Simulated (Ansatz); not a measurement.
## Sb under changes of volume

One of the cells (31.554 Å³/atom); the others are scaled copies at fixed shape and fractional positions:

```
Sb
1.0
     3.16000    0.00000    0.00000
     0.00000    3.16000    0.00000
     0.00000    0.00000    3.16000
Sb
1
Direct
  0.00000 0.00000 0.00000
```

This isn't the form of Sb at room conditions, which is rhombohedral.

| Property | Result |
| --- | --- |
| Program | Ansatz 0.2.0 |
| Functional | PBEsol |
| Potentials or basis | all-electron LAPW, scalar-relativistic |
| Cutoff | 200 eV (chosen from the basis error) |
| Basis error allowed | 0.0005 eV/atom |
| k mesh | 8 × 8 × 8 |
| Occupations | fermi-dirac, width 0.05 eV |
| Spin | no spin polarisation |

```tsv
volume (Å³/atom)	energy over the lowest point (meV/atom)	pressure (GPa)
29.661	0.00	-1.6
30.292	?	?
30.923	21.52	-3.8
31.554	38.19	-4.7
32.186	58.18	-5.4
32.817	81.10	-6.1
33.448	106.57	-6.7
```

What does the run at 30.292 Å³/atom give?

Energy over the lowest point 8.62 meV/atom; pressure -2.8 GPa.

Worked out: A Birch-Murnaghan fit of order 3 (a polynomial in V^(-2/3)) to the other rows has its minimum at 28.90 Å³/atom, just outside them, with B0 = V·E''(V) = 65 GPa and B' = 4.7. It gives 8.63 meV/atom at 30.292 Å³/atom, against the run's 8.62, and -dE/dV = -2.8 GPa, against -2.8.

Energies are extrapolated to zero smearing.
